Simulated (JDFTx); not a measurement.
# LiF (Griceite) (Fm-3m) in JDFTx: equation of state, part 2 of 2

JDFTx 1.7.0 (patched build). Earlier steps stand in the parts before.

## (6) Equation of state, PBEsol, 8.33 Å³/atom (volume scaled by 1.02)

LiF.in

```
lattice \
    0.0000000000     3.8311138411     3.8311138411 \
    3.8311138411     0.0000000000     3.8311138411 \
    3.8311138411     3.8311138411     0.0000000000
coords-type Lattice
ion F      0.5000000000     0.5000000000     0.5000000000 1
ion Li     0.0000000000     0.0000000000     0.0000000000 1

ion-species pseudo/F.upf
ion-species pseudo/Li.upf
elec-cutoff 42 336
elec-ex-corr gga-PBEsol
kpoint-folding 11 11 11
elec-smearing Fermi 0.0018374661
elec-n-bands 10
electronic-SCF nIterations 100 energyDiffThreshold 1e-09
electronic-minimize nIterations 30 energyDiffThreshold 1e-7
forces-output-coords Cartesian

dump-name run.$VAR
dump End Ecomponents EigStats BandEigs Kpoints Forces Stress
```

Potentials or basis: PseudoDojo-SR-PBEsol-0.4.1-standard with smoothed tails.

Launch:

```bash
jdftx -c 1 -i LiF.in -o LiF.out
```

Wall time 9.9 s (1 thread of AMD EPYC 9R45 (Zen 5), shared host); peak memory 0.08 GiB.

Results (log left out):

| Quantity | Value |
| --- | --- |
| Free energy | -850.7968 eV |
| Pressure | -2.7 GPa |
| Band gap on the k mesh | 8.77 eV, direct |
| Loewdin charges | F -0.72; Li +0.78 e |

Caveat: an odd mesh through Γ misses points on the zone boundary, where band edges often lie.

## (7) Equation of state, PBEsol, 8.50 Å³/atom (volume scaled by 1.04)

LiF.in, as its differences from that of step 6:

```diff
@@ -1,5 +1,5 @@
 lattice \
-    0.0000000000     3.8311138411     3.8311138411 \
-    3.8311138411     0.0000000000     3.8311138411 \
-    3.8311138411     3.8311138411     0.0000000000
+    0.0000000000     3.8559919007     3.8559919007 \
+    3.8559919007     0.0000000000     3.8559919007 \
+    3.8559919007     3.8559919007     0.0000000000
 coords-type Lattice
```

Potentials or basis: PseudoDojo-SR-PBEsol-0.4.1-standard with smoothed tails.

Launch:

```bash
jdftx -c 1 -i LiF.in -o LiF.out
```

Output:

```text
*************** JDFTx 1.7.0 (patched build) ***************

Input parsed successfully to the following command list (including defaults):
[... the input with its defaults ...]

---------- Setting up symmetries ----------

Found 48 point-group symmetries of the bravais lattice
Found 48 space-group symmetries with basis
Applied RMS atom displacement 0 bohrs to make symmetries exact.

---------- Initializing the Grid ----------
R =
[            0      3.85599      3.85599  ]
[      3.85599            0      3.85599  ]
[      3.85599      3.85599            0  ]
unit cell volume = 114.667
G =
[   -0.81473    0.81473    0.81473  ]
[    0.81473   -0.81473    0.81473  ]
[    0.81473    0.81473   -0.81473  ]
Minimum fftbox size, Smin = [  48  48  48  ]
Chosen fftbox size, S = [  48  48  48  ]

---------- Initializing tighter grid for wavefunction operations ----------
R =
[            0      3.85599      3.85599  ]
[      3.85599            0      3.85599  ]
[      3.85599      3.85599            0  ]
unit cell volume = 114.667
G =
[   -0.81473    0.81473    0.81473  ]
[    0.81473   -0.81473    0.81473  ]
[    0.81473    0.81473   -0.81473  ]
Minimum fftbox size, Smin = [  32  32  32  ]
Chosen fftbox size, S = [  32  32  32  ]

---------- Exchange Correlation functional ----------
Initalized PBEsol GGA exchange.
Initalized PBEsol GGA correlation.

---------- Setting up pseudopotentials ----------
Width of ionic core gaussian charges (only for fluid interactions / plotting) set to 0

Reading pseudopotential file 'pseudo/F.upf':
  'F' pseudopotential, 'PBESOL' functional
  Generated using ONCVPSP code by D. R. Hamann
  7 valence electrons, 2 orbitals, 5 projectors, 832 radial grid points, with lMax = 2
    2S    l: 0   occupation:  2.0   eigenvalue: -1.092210
    2P    l: 1   occupation:  5.0   eigenvalue: -0.406148
  Core radius for overlap checks: 1.56 bohrs.

Reading pseudopotential file 'pseudo/Li.upf':
  'Li' pseudopotential, 'PBESOL' functional
  Generated using ONCVPSP code by D. R. Hamann
  3 valence electrons, 2 orbitals, 4 projectors, 1001 radial grid points, with lMax = 1
    1S    l: 0   occupation:  2.0   eigenvalue: -1.887917
    2S    l: 0   occupation:  1.0   eigenvalue: -0.103704
  Core radius for overlap checks: 1.34 bohrs.

Initialized 2 species with 2 total atoms.

Folded 1 k-points by 11x11x11 to 1331 k-points.

---------- Setting up k-points, bands, fillings ----------
Reduced to 56 k-points under symmetry.
Computing the number of bands and number of electrons
Calculating initial fillings.
nElectrons:  10.000000   nBands: 10   nStates: 56

----- Setting up reduced wavefunction bases (one per k-point) -----
average nbasis = 1491.272 , ideal nbasis = 1490.755

---------- Setting up ewald sum ----------
Optimum gaussian width for ewald sums = 1.751325 bohr.
Real space sum over 1331 unit cells with max indices [  5  5  5  ]
Reciprocal space sum over 2197 terms with max indices [  6  6  6  ]

---------- Allocating electronic variables ----------
Initializing wave functions:  linear combination of atomic orbitals
Note: number of bands (10) exceeds available atomic orbitals (6)
F pseudo-atom occupations:   s ( 2 )  p ( 5 )
Li pseudo-atom occupations:   s ( 2 1 )
	FillingsUpdate:  mu: +0.201416124  nElectrons: 10.000000
LCAOMinimize: Iter:   0  F: -31.2190308404676848  |grad|_K:  4.473e-03  alpha:  1.000e+00
	FillingsUpdate:  mu: +0.100000000  nElectrons: 10.000000
LCAOMinimize: Iter:   1  F: -31.2470930017612538  |grad|_K:  5.192e-04  alpha:  4.208e-01  linmin: -3.843e-01  cgtest:  9.138e-01
LCAOMinimize: Encountered beta<0, resetting CG.
[... 6 lines of inner loops ...]
LCAOMinimize: Iter:   4  F: -31.2474402565246372  |grad|_K:  2.803e-07  alpha:  4.470e-01  linmin:  6.314e-04  cgtest: -1.182e-03
	FillingsUpdate:  mu: +0.098762920  nElectrons: 10.000000
LCAOMinimize: Iter:   5  F: -31.2474402567423368  |grad|_K:  6.891e-09  alpha:  9.908e-01  linmin:  1.033e-02  cgtest: -3.883e-02
LCAOMinimize: Converged (|Delta F|<1.000000e-06 for 2 iters).

-------- Electronic minimization -----------
Will mix electronic density at each iteration.
	FillingsUpdate:  mu: +0.098762920  nElectrons: 10.000000
	FillingsUpdate:  mu: +0.095259297  nElectrons: 10.000000
SCF: Cycle:  0   F: -31.262327049596148   dF: -1.489e-02   |Residual|: 7.290e-02   |deigs|: 4.293e-01
	FillingsUpdate:  mu: +0.071777620  nElectrons: 10.000000
SCF: Cycle:  1   F: -31.265942296686450   dF: -3.615e-03   |Residual|: 7.389e-03   |deigs|: 1.565e-02
	FillingsUpdate:  mu: +0.073441925  nElectrons: 10.000000
SCF: Cycle:  2   F: -31.265959131775730   dF: -1.684e-05   |Residual|: 3.771e-03   |deigs|: 1.263e-03
	FillingsUpdate:  mu: +0.074253887  nElectrons: 10.000000
SCF: Cycle:  3   F: -31.265961159361314   dF: -2.028e-06   |Residual|: 8.663e-04   |deigs|: 1.076e-03
	FillingsUpdate:  mu: +0.073978166  nElectrons: 10.000000
SCF: Cycle:  4   F: -31.265961615150285   dF: -4.558e-07   |Residual|: 2.056e-04   |deigs|: 1.842e-04
	FillingsUpdate:  mu: +0.074044531  nElectrons: 10.000000
SCF: Cycle:  5   F: -31.265961636782034   dF: -2.163e-08   |Residual|: 2.216e-05   |deigs|: 7.151e-05
	FillingsUpdate:  mu: +0.074042682  nElectrons: 10.000000
SCF: Cycle:  6   F: -31.265961637658158   dF: -8.761e-10   |Residual|: 1.169e-05   |deigs|: 3.935e-05
	FillingsUpdate:  mu: +0.074041110  nElectrons: 10.000000
SCF: Cycle:  7   F: -31.265961637812143   dF: -1.540e-10   |Residual|: 3.104e-06   |deigs|: 2.923e-05
SCF: Converged (|Delta E|<1.000000e-09 for 2 iters).

Setting wave functions to eigenvectors of Hamiltonian

# Stress tensor in Cartesian coordinates [Eh/a0^3]:
[  0.000129737            0            0  ]
[            0  0.000129737            0  ]
[            0            0  0.000129737  ]

# Ionic positions in lattice coordinates:
ion F   0.500000000000000   0.500000000000000   0.500000000000000 1
ion Li   0.000000000000000   0.000000000000000   0.000000000000000 1

# Forces in Cartesian coordinates:
force F   0.000000000000000  -0.000000000000000   0.000000000000000 1
force Li  -0.000000000000000  -0.000000000000000   0.000000000000000 1

# Energy components:
   Eewald =      -20.2082103314072583
       EH =        8.4352321014580642
     Eloc =      -27.2008656502026369
      Enl =       -7.1492081162158785
      Exc =       -7.1190055290472953
 Exc_core =        0.5792031910798241
       KE =       21.3968926965230359
-------------------------------------
     Etot =      -31.2659616378121434
       TS =        0.0000000000000005
-------------------------------------
        F =      -31.2659616378121434

IonicMinimize: Iter:   0  F: -31.265961637812143  |grad|_K:       -nan
IonicMinimize: None of the convergence criteria satisfied after 0 iterations.

#--- Lowdin population analysis ---
# oxidation-state F -0.717
# oxidation-state Li +0.776

Dumping 'run.eigStats' ...
	eMin: -1.461298 at state 0 ( [ +0.000000 +0.000000 +0.000000 ] spin 0 )
	HOMO: +0.018919 at state 0 ( [ +0.000000 +0.000000 +0.000000 ] spin 0 )
	mu  : +0.074041
	LUMO: +0.335162 at state 0 ( [ +0.000000 +0.000000 +0.000000 ] spin 0 )
	eMax: +1.099301 at state 5 ( [ +0.000000 +0.000000 +0.454545 ] spin 0 )
	HOMO-LUMO gap: +0.316243
	Optical gap  : +0.316243 at state 0 ( [ +0.000000 +0.000000 +0.000000 ] spin 0 )
Done!
[note: mu as printed may lie anywhere between the filled and the empty levels]
```

It took 10 s on 1 thread of AMD EPYC 9R45 (Zen 5), shared host; peak memory 0.08 GiB.

Results:

```
Free energy            : -850.7902 eV
Pressure               : -3.8 GPa
Band gap on the k mesh : 8.61 eV, direct
Loewdin charges        : F -0.72; Li +0.78 e
```

Caveat: an odd mesh through Γ misses points on the zone boundary, where band edges often lie.

## (8) Equation of state, PBEsol, 8.66 Å³/atom (volume scaled by 1.06)

LiF.in, as its differences from that of step 7:

```diff
@@ -1,5 +1,5 @@
 lattice \
-    0.0000000000     3.8559919007     3.8559919007 \
-    3.8559919007     0.0000000000     3.8559919007 \
-    3.8559919007     3.8559919007     0.0000000000
+    0.0000000000     3.8805530210     3.8805530210 \
+    3.8805530210     0.0000000000     3.8805530210 \
+    3.8805530210     3.8805530210     0.0000000000
 coords-type Lattice
```

Launch:

```bash
jdftx -c 1 -i LiF.in -o LiF.out
```

Run time: 14 s. Hardware: 1 thread of AMD EPYC 9R45 (Zen 5), shared host; peak memory 0.08 GiB.

Results (log left out):

| Quantity | Value |
| --- | --- |
| Free energy | -850.7813 eV |
| Pressure | -4.8 GPa |
| Band gap on the k mesh | 8.45 eV, direct |
| Loewdin charges | F -0.72; Li +0.78 e |

Caveat: an odd mesh through Γ misses points on the zone boundary, where band edges often lie.

## (9) Equation of state, PBEsol

Potentials or basis: PseudoDojo-SR-PBEsol-0.4.1-standard with smoothed tails.

No new run: the results of the series are fitted here.

Results:

| Property | Result |
| --- | --- |
| Equilibrium volume | 8.01 Å³/atom |
| Bulk modulus | 73 GPa |
| Pressure derivative of the bulk modulus | 4.2 |

Energy against volume, from the lowest point:
```csv
volume (Å³/atom),energy (meV/atom)
7.679,3.33
7.842,0.82
8.006,0.00
8.169,0.70
8.333,2.78
8.496,6.09
8.659,10.50
```
